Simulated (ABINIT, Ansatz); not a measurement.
# A GW chain in ABINIT: BP (F-43m), part 2 of 3

Wanted: ground state, empty states, screening and self-energy for BP (F-43m).

ABINIT 10.8.3; PBE and many-body steps on it, plane waves. Known limits of the many-body steps: not at the basis limit.

So far. Step 2 (Ground state): The gap is indirect, with the least direct gap 2.13 eV higher.

## Step 3: Bands along the symmetry lines

Level of this step: DFT, PBE, plane waves, norm-conserving pseudopotentials (ABINIT).

The cheap functional maps the bands first; the places of the edges decide which points the dearer methods must see.

run.abi reads:

```
acell 3*1.0 Angstrom
rprim 
  0.000000000000 2.269000000000 2.269000000000
  2.269000000000 0.000000000000 2.269000000000
  2.269000000000 2.269000000000 0.000000000000
ntypat 2
znucl 5 15
natom 2
typat 1 2
xred 
  0.000000000000 0.000000000000 0.000000000000
  0.250000000000 0.250000000000 0.250000000000
pp_dirpath "pseudos"
pseudos "B.upf, P.upf"
ecut 34
iscf -2
irdden 1
kptopt 0
nkpt 50
kpt 
  0.00000000 0.00000000 0.00000000
  -0.06250000 -0.06250000 0.00000000
  -0.12500000 -0.12500000 0.00000000
  -0.18750000 -0.18750000 0.00000000
  -0.25000000 -0.25000000 0.00000000
  -0.31250000 -0.31250000 0.00000000
  -0.37500000 -0.37500000 0.00000000
  -0.43750000 -0.43750000 0.00000000
  -0.50000000 -0.50000000 0.00000000
  -0.48437500 -0.48437500 0.03125000
  -0.46875000 -0.46875000 0.06250000
  -0.45312500 -0.45312500 0.09375000
  -0.43750000 -0.43750000 0.12500000
  -0.42187500 -0.42187500 0.15625000
  -0.40625000 -0.40625000 0.18750000
  -0.39062500 -0.39062500 0.21875000
  -0.37500000 -0.37500000 0.25000000
  -0.37500000 0.00000000 0.37500000
  -0.32812500 0.00000000 0.32812500
  -0.28125000 0.00000000 0.28125000
  -0.23437500 0.00000000 0.23437500
  -0.18750000 0.00000000 0.18750000
  -0.14062500 0.00000000 0.14062500
  -0.09375000 0.00000000 0.09375000
  -0.04687500 0.00000000 0.04687500
  0.00000000 0.00000000 0.00000000
  0.00000000 0.00000000 0.06250000
  0.00000000 0.00000000 0.12500000
  0.00000000 0.00000000 0.18750000
  0.00000000 0.00000000 0.25000000
  0.00000000 0.00000000 0.31250000
  0.00000000 0.00000000 0.37500000
  0.00000000 0.00000000 0.43750000
  0.00000000 0.00000000 0.50000000
  -0.06250000 -0.03125000 0.46875000
  -0.12500000 -0.06250000 0.43750000
  -0.18750000 -0.09375000 0.40625000
  -0.25000000 -0.12500000 0.37500000
  -0.31250000 -0.15625000 0.34375000
  -0.37500000 -0.18750000 0.31250000
  -0.43750000 -0.21875000 0.28125000
  -0.50000000 -0.25000000 0.25000000
  -0.50000000 -0.28125000 0.21875000
  -0.50000000 -0.31250000 0.18750000
  -0.50000000 -0.34375000 0.15625000
  -0.50000000 -0.37500000 0.12500000
  -0.50000000 -0.40625000 0.09375000
  -0.50000000 -0.43750000 0.06250000
  -0.50000000 -0.46875000 0.03125000
  -0.50000000 -0.50000000 0.00000000
istwfk *1
nband 11
nbdbuf 2
tolwfr 1e-08
nstep 40
prtwf 0
prtvol 0
indata_prefix "in"
outdata_prefix "out"
tmpdata_prefix "tmp"
```

On the command line:

```
> OMP_NUM_THREADS=1 mpirun -n 4 abinit run.abi > log
```

Numbers of over 12 decimals in the logs are rounded to 6 here.

What it wrote:

```text
.Version 10.8.3 of ABINIT. v10.8.2 released Aug 2026.

 Symmetries : space group F-4 3 m (#216); Bravais cF (face-center cubic)
[... echo of the input left out ...]
== DATASET  1 ==================================================================
-   mpi_nproc: 4, omp_nthreads: 1 (-1 if OMP is not activated)

--- !DatasetInfo
iteration_state: {dtset: 1, }
dimensions: {natom: 2, nkpt: 50, mband: 11, nsppol: 1, nspinor: 1, nspden: 1, mpw: 1524, }
cutoff_energies: {ecut:  34.0, pawecutdg:  -1.0, }
electrons: {nelect:   8.00000000E+00, charge:   0.00000000E+00, occopt:   1.00000000E+00, tsmear:   1.00000000E-02, }

 Real(R)+Recip(G) space primitive vectors, cartesian coordinates (Bohr,Bohr^-1):
 R(1)=  0.0000000  4.2877886  4.2877886  G(1)= -0.1166102  0.1166102  0.1166102
 R(2)=  4.2877886  0.0000000  4.2877886  G(2)=  0.1166102 -0.1166102  0.1166102
 R(3)=  4.2877886  4.2877886  0.0000000  G(3)=  0.1166102  0.1166102 -0.1166102
 Unit cell volume ucvol=  1.5766311E+02 bohr^3
 Angles (23,13,12)=  6.00000000E+01  6.00000000E+01  6.00000000E+01 degrees

 getcut: wavevector=  0.0000  0.0000  0.0000  ngfft=  32  32  32
         ecut(hartree)=     34.000   => boxcut(ratio)=   2.01047

--- Pseudopotential description ------------------------------------------------
- B Generated using ONCVPSP code by D. R. Hamann
-  5.00000   3.00000  171031                  znucl, zion, pspdat
12 -101130 1 -1 1534                          pspcod,pspxc,lmax,lloc,mmax
     nproj     2     2     0
  pspatm : epsatm=    3.38844616
         --- l  ekb(1:nproj) -->
             0    8.382104    1.234201
             1   -3.719492   -0.867526
 pspatm: atomic psp has been read  and splines computed

- P Generated using ONCVPSP code by D. R. Hamann
- 15.00000   5.00000  171031                  znucl, zion, pspdat
12 -101130 2 -1 1298                          pspcod,pspxc,lmax,lloc,mmax
     nproj     2     2     2
  pspatm : epsatm=    8.05910421
         --- l  ekb(1:nproj) -->
             0    6.598722    1.052341
[...]
pspatm: atomic psp has been read  and splines computed

--------------------------------------------------------------------------------

================================================================================
 prteigrs : about to open file out_EIG
 Non-SCF case, kpt    1 (  0.00000  0.00000  0.00000), residuals and eigenvalues=
  2.07E-09  2.03E-09  2.54E-09  7.57E-09  9.91E-10  7.95E-09  8.75E-09  2.09E-09
[...]
-3.0111E-01  2.6701E-01  2.6701E-01  2.6701E-01  3.9220E-01  3.9220E-01
  3.9220E-01  5.3740E-01  6.9047E-01  7.0970E-01  7.0970E-01
 Non-SCF case, kpt    2 ( -0.06250 -0.06250  0.00000), residuals and eigenvalues=
  4.40E-09  2.39E-09  4.87E-09  9.99E-09  1.46E-09  4.38E-09  3.97E-09  3.31E-09
[...]
-2.9765E-01  2.5282E-01  2.5282E-01  2.5505E-01  3.8534E-01  4.1020E-01
[...]
3.54E-09  2.57E-09  3.37E-09  7.93E-09  3.89E-09  3.70E-09  8.59E-09  5.77E-09
[...]
-2.8732E-01  2.2366E-01  2.2386E-01  2.2386E-01  3.6930E-01  4.5040E-01
  4.5040E-01  5.4631E-01  6.4728E-01  7.2434E-01  7.3398E-01
[...]
Non-SCF case, kpt   49 ( -0.50000 -0.46875  0.03125), residuals and eigenvalues=
[...]
-1.2244E-01 -4.7675E-02  1.1332E-01  1.1345E-01  3.2073E-01  3.3283E-01
  7.0552E-01  7.0931E-01  8.1682E-01  8.6372E-01  9.1210E-01
 Non-SCF case, kpt   50 ( -0.50000 -0.50000  0.00000), residuals and eigenvalues=
[...]
-1.2278E-01 -4.8232E-02  1.1583E-01  1.1583E-01  3.1652E-01  3.2827E-01
  7.1044E-01  7.1044E-01  8.2597E-01  8.7270E-01  9.2368E-01

--- !ResultsGS
iteration_state: {dtset: 1, }
comment   : Summary of ground state results
lattice_vectors:
- [  0.0000000,   4.2877886,   4.2877886, ]
- [  4.2877886,   0.0000000,   4.2877886, ]
- [  4.2877886,   4.2877886,   0.0000000, ]
lattice_lengths: [   6.06385,    6.06385,    6.06385, ]
lattice_angles: [ 60.000,  60.000,  60.000, ] # degrees, (23, 13, 12)
lattice_volume:   1.5766311E+02
convergence: {deltae:  0.000E+00, res2:  0.000E+00, residm:  9.993E-09, diffor:  0.000E+00, }
etotal    :  -9.89670974E+00
entropy   :   0.00000000E+00
fermie    :   2.67006735E-01
cartesian_stress_tensor: null
pressure_GPa: null
xred      :
- [  0.0000E+00,   0.0000E+00,   0.0000E+00,  B]
- [  2.5000E-01,   2.5000E-01,   2.5000E-01,  P]
cartesian_forces: null
force_length_stats: {min: null, max: null, mean: null, }

 Integrated electronic density in atomic spheres:
 ------------------------------------------------
 Atom  Sphere_radius  Integrated_density
[...]
================================================================================

 ----iterations are completed or convergence reached----

 Mean square residual over all n,k,spin=   47.323E-10; max=  99.929E-10
 reduced coordinates (array xred) for    2 atoms
[...]
cartesian coordinates (angstrom) at end:
    1      0.000000     0.000000     0.000000
    2      1.134500     1.134500     1.134500
 length scales=  1.889726125908  1.889726125908  1.889726125908 bohr
              =  1.000000000000  1.000000000000  1.000000000000 angstroms
 prteigrs : about to open file out_EIG
 Eigenvalues (hartree) for nkpt=  50  k points:
 kpt#   1, nband= 11, wtk=  1.00000, kpt=  0.0000  0.0000  0.0000 (reduced coord)
[...]
kpt#   2, nband= 11, wtk=  1.00000, kpt= -0.0625 -0.0625  0.0000 (reduced coord)
[...]
kpt#   3, nband= 11, wtk=  1.00000, kpt= -0.1250 -0.1250  0.0000 (reduced coord)
[...]
kpt#  49, nband= 11, wtk=  1.00000, kpt= -0.5000 -0.4687  0.0313 (reduced coord)
  -0.12244   -0.04767    0.11332    0.11345    0.32073    0.33283    0.70552    0.70931
   0.81682    0.86372    0.91210
 kpt#  50, nband= 11, wtk=  1.00000, kpt= -0.5000 -0.5000  0.0000 (reduced coord)
  -0.12278   -0.04823    0.11583    0.11583    0.31652    0.32827    0.71044    0.71044
   0.82597    0.87270    0.92368

== END DATASET(S) ==============================================================
================================================================================

 -outvars: echo values of variables after computation  --------
            nband          11
             nkpt          50
          spgroup         216
 [... the other variables as echoed above ...]

 Calculation completed.
```

Wall time 4.5 s (4 MPI ranks of Intel Xeon 6975P-C (Granite Rapids), shared host); peak memory 0.27 GiB; 15 s of CPU time.

This step gave:

```yaml
gap: 1.260 eV
k_of_the_valence_top: 0, 0, 0
k_of_the_conduction_bottom: -0.4375, -0.4375, 0
least_direct_gap: 3.407 eV
```

The gap is 1.260 eV, −0.020 eV from the run before at this level.

The electronic bands at the labelled points (eV, zero at the top of the highest filled band; v1 is the highest filled band, c1 the lowest empty one):

```tsv
point	v4	v3	v2	v1	c1	c2	c3	c4
Γ	-15.46	0.00	0.00	0.00	3.41	3.41	3.41	7.36
halfway	-13.98	-3.69	-2.73	-2.73	1.82	4.96	7.71	7.71
X	-10.61	-8.58	-4.11	-4.11	1.35	1.67	12.07	12.07
halfway	-10.55	-8.46	-5.05	-3.96	1.65	3.01	11.32	11.62
U	-10.61	-8.16	-6.22	-3.50	2.16	6.00	9.71	10.59
jump to K	-10.61	-8.16	-6.22	-3.50	2.16	6.00	9.71	10.59
halfway	-13.81	-4.91	-3.87	-1.08	4.56	5.09	6.13	8.30
Γ	-15.46	0.00	0.00	0.00	3.41	3.41	3.41	7.36
halfway	-14.35	-4.84	-1.12	-1.12	4.00	4.76	4.76	9.60
L	-12.14	-9.03	-1.76	-1.76	3.78	4.72	4.72	10.13
halfway	-11.48	-8.44	-4.52	-3.11	4.19	5.20	8.29	9.77
W	-10.33	-8.05	-5.67	-5.47	5.33	6.77	7.23	7.45
halfway	-10.48	-8.36	-4.93	-4.86	2.90	3.37	10.21	10.99
X	-10.61	-8.58	-4.11	-4.11	1.35	1.67	12.07	12.07
```

The electronic bands as a text plot (rows in eV, shown from -8.0 to 7.3 only):

```
    6.9 |                   ++++                     +    +
    6.3 |    +            +   +++                       ++
    5.7 |                                           +  +   +
    5.0 |  ++ ++         +      +++         +++++ +++++ +++++
    4.4 |                       +++++      +     +++ +++    +
    3.8 | +     ++      +     ++   +++  +++++++++++++
    3.1 |++            +    ++        ++                     +
    2.5 |  +++    +        +                                  +
    1.9 |     ++   ++++++++                                    ++
    1.2 |       +++++++                                         +
    0.6 |
   -0.1 |**                        ******
   -0.7 | *                      **  *  ****
   -1.3 |  **                   *  **       ****
   -2.0 |    *                **   **    **     *****
   -2.6 |    ***            **   **                 **
   -3.2 |       **        **     **        *          *
   -3.9 |     **  ********      *                    * *        *
   -4.5 |             *                               * *     **
   -5.1 |       **     **     ***           *          * * ***
   -5.8 |                *  **                          ****
   -6.4 |         *       **  **             **
   -7.0 |                   **
   -7.7 |          **      *                   *
         Γ           X  U|K            Γ         L        W     X
```

## Step 4: Empty states on the mesh, 6×6×6 mesh, 436 bands

The sums over transitions need many empty states on a uniform mesh; this step solves for them.

run.abi reads:

```
acell 3*1.0 Angstrom
rprim 
  0.000000000000 2.269000000000 2.269000000000
  2.269000000000 0.000000000000 2.269000000000
  2.269000000000 2.269000000000 0.000000000000
ntypat 2
znucl 5 15
natom 2
typat 1 2
xred 
  0.000000000000 0.000000000000 0.000000000000
  0.250000000000 0.250000000000 0.250000000000
pp_dirpath "pseudos"
pseudos "B.upf, P.upf"
ecut 34
ngkpt 6 6 6
nshiftk 1
shiftk 0 0 0
kptopt 1
chksymbreak 0
irdden 1
istwfk *1
nband 436
prtvol 0
optdriver 6
gwr_task "HDIAGO"
paral_kgb 0
occopt 1
indata_prefix "in"
outdata_prefix "out"
tmpdata_prefix "tmp"
```

What it wrote:

```text
[banner, memory and clock lines left out]
.Version 10.8.3 of ABINIT. v10.8.2 released Aug 2026.

 Symmetries : space group F-4 3 m (#216); Bravais cF (face-center cubic)
[... echo of the input left out ...]
== DATASET  1 ==================================================================
-   mpi_nproc: 4, omp_nthreads: 1 (-1 if OMP is not activated)

--- !DatasetInfo
iteration_state: {dtset: 1, }
dimensions: {natom: 2, nkpt: 16, mband: 436, nsppol: 1, nspinor: 1, nspden: 1, mpw: 1524, }
cutoff_energies: {ecut:  34.0, pawecutdg:  -1.0, }
electrons: {nelect:   8.00000000E+00, charge:   0.00000000E+00, occopt:   1.00000000E+00, tsmear:   1.00000000E-02, }

.Using double precision arithmetic; gwpc =  8

- Reading GS density from: in_DEN

--- Pseudopotential description ------------------------------------------------
- B Generated using ONCVPSP code by D. R. Hamann
-  5.00000   3.00000  171031                  znucl, zion, pspdat
12 -101130 1 -1 1534                          pspcod,pspxc,lmax,lloc,mmax
     nproj     2     2     0
  pspatm : epsatm=    3.38844616
         --- l  ekb(1:nproj) -->
             0    8.382104    1.234201
             1   -3.719492   -0.867526
 pspatm: atomic psp has been read  and splines computed

- P Generated using ONCVPSP code by D. R. Hamann
- 15.00000   5.00000  171031                  znucl, zion, pspdat
12 -101130 2 -1 1298                          pspcod,pspxc,lmax,lloc,mmax
     nproj     2     2     2
  pspatm : epsatm=    8.05910421
         --- l  ekb(1:nproj) -->
             0    6.598722    1.052341
             1    3.369366    0.884600
             2   -3.154982   -0.827415
 pspatm: atomic psp has been read  and splines computed

   9.15804030E+01                                ecore*ucvol(ha*bohr**3)

 Total charge density [el/Bohr^3]
)     Maximum=    1.4295E-01  at reduced coord.    0.1563    0.1563    0.5313
)     Minimum=    1.0033E-03  at reduced coord.    0.2500    0.2500    0.2500
   Integrated=    8.0000E+00

 === KS gaps after direct diagonalization ===
 Indirect band gap semiconductor
 Fundamental gap:     1.347 (eV)
   VBM:     7.266 (eV) at k: [ 0.0000E+00,  0.0000E+00,  0.0000E+00]
   CBM:     8.613 (eV) at k: [ 5.0000E-01,  5.0000E-01,  0.0000E+00]
 Direct gap:         3.407 (eV) at k: [ 0.0000E+00,  0.0000E+00,  0.0000E+00]

== END DATASET(S) ==============================================================

 -outvars: echo values of variables after computation  --------
           etotal      0.0000000000E+00
            nband         436
             nkpt          16
          spgroup         216
 [... the other variables as echoed above ...]

 Calculation completed.
```

It took 12 s on 4 MPI ranks; peak memory 0.77 GiB.

Numbers from this step:

```yaml
gap: 1.347 eV
k_of_the_valence_top: 0, 0, 0
k_of_the_conduction_bottom: 0.5, 0.5, 0
least_direct_gap: 3.407 eV
k_points_computed: 16
lowest_point_of_the_top_converged_band_above_the_valence_top: 376.2079 eV
```

On this mesh the gap is 1.347 eV. The earlier step found 1.280 eV, so this mesh misses an edge.

## Step 5: Screening, 6×6×6 mesh, 428 bands, screening to 435.4 eV

The RPA dielectric matrix is built and inverted for each q.

This step: RPA screening on PBE, plane waves, norm-conserving pseudopotentials.

run.abi: that of step 4 with these lines changed.

```diff
@@ -20,10 +20,11 @@
 chksymbreak 0
-irdden 1
 istwfk *1
-nband 436
-prtvol 0
-optdriver 6
-gwr_task "HDIAGO"
-paral_kgb 0
 occopt 1
+irdwfk 1
+optdriver 3
+nband 428
+ecuteps 16
+inclvkb 2
+awtr 1
+symchi 1
 indata_prefix "in"
```

What it wrote:

```text
.Version 10.8.3 of ABINIT. v10.8.2 released Aug 2026.

 Symmetries : space group F-4 3 m (#216); Bravais cF (face-center cubic)
[... echo of the input left out ...]
== DATASET  1 ==================================================================
-   mpi_nproc: 4, omp_nthreads: 1 (-1 if OMP is not activated)

--- !DatasetInfo
iteration_state: {dtset: 1, }
dimensions: {natom: 2, nkpt: 16, mband: 428, nsppol: 1, nspinor: 1, nspden: 1, mpw: 1524, }
cutoff_energies: {ecut:  34.0, pawecutdg:  -1.0, }
electrons: {nelect:   8.00000000E+00, charge:   0.00000000E+00, occopt:   1.00000000E+00, tsmear:   1.00000000E-02, }

 SCREENING: Calculation of the susceptibility and dielectric matrices

 Based on a program developped by R.W. Godby, V. Olevano, G. Onida, and L. Reining.
 Incorporated in ABINIT by V. Olevano, G.-M. Rignanese, and M. Torrent.
.Using double precision arithmetic ; gwpc =  8

[... cell and pseudopotentials left out ...]
--------------------------------------------------------------------------------

 ==== K-mesh for the wavefunctions ====
 Number of points in the irreducible wedge :    16
[... list of points left out ...]
 Together with 24 symmetry operations and time-reversal symmetry
 yields   216 points in the full Brillouin Zone.

 ==== Q-mesh for the screening function ====
 Number of points in the irreducible wedge :    16
[... list of points left out ...]
 Together with 24 symmetry operations and time-reversal symmetry
 yields   216 points in the full Brillouin Zone.

 setmesh: FFT mesh size selected  =    27x   27x   27
          total number of points  =        19683

 vcoul_init : cutoff-mode = AUXILIARY_FUNCTION
 q-points for optical limit:   1
     1)      0.000010    0.000020    0.000030

- screening: taking advantage of time-reversal symmetry
- Maximum band index for partially occupied states nbvw = 4
- Remaining bands to be divided among processors   nbcw = 424
- Number of bands treated by each node ~106

 Number of electrons calculated from density =    8.0000; Expected =    8.0000
 average of density, n =  0.050741
 r_s =    1.6757
 omega_plasma =   21.7288 [eV]

 calculating chi0 at frequencies [eV] :
  1    0.000000E+00    0.000000E+00
  2    0.000000E+00    2.172879E+01

--------------------------------------------------------------------------------
  q-point number  1        q = ( 0.000000, 0.000000, 0.000000) [r.l.u.]
--------------------------------------------------------------------------------
[... chi0 elements left out ...]
 For q-point:  0.000010 0.000020 0.000030
  dielectric constant =   9.7351
  dielectric constant without local fields =  10.6503

  Average fulfillment of the sum rule on Im[epsilon] for q-point    1 :     96.68  [%]
[... wings left out ...]
  q-point number  2        q = ( 0.166667, 0.000000, 0.000000) [r.l.u.]
--------------------------------------------------------------------------------
[... chi0 elements left out ...]
  Average fulfillment of the sum rule on Im[epsilon] for q-point    2 :     96.45  [%]

 [... 14 further q-points ...]
```

The job ended after 8.2 min (4 MPI ranks; peak memory 3.2 GiB; 28 min of CPU time).

This step gave:

```yaml
eps_infinity_with_local_fields_on_this_mesh_along_the_program_s_q_direction: 9.735
the_same_without_local_fields: 10.65
plasma_frequency: 21.73 eV
plane_waves_in_the_screening_matrix: 531
```

Local fields lower ε∞ by 9 %.

[end of part 2 of 3]

[Paths, hosts, dates, memory and timing lines, banners, echoed tables and standing remarks are left out of the program output.]

[Logs are printed without paths, hosts, clocks, repeated set-up lines and the standing remarks that a program may print on its own settings, such as how far it seeks lower states.]

[Runs of the session that timed out or met a known fault of the program may be left out.]

[Hosts, paths, dates, database ids (printed as entryN), source tags and the programs' standing remarks are cut or masked in the printed files.]

[G0W0 gaps are taken among the corrected bands and points alone; a level outside them can change the order at an edge.]

[Where Ansatz stands beside ABINIT at settings called matched, ABINIT's density can come from a denser mesh and the files from another edition; pairs whose starting gaps differed by over 0.03 eV were left out, so agreement reads better than it is.]
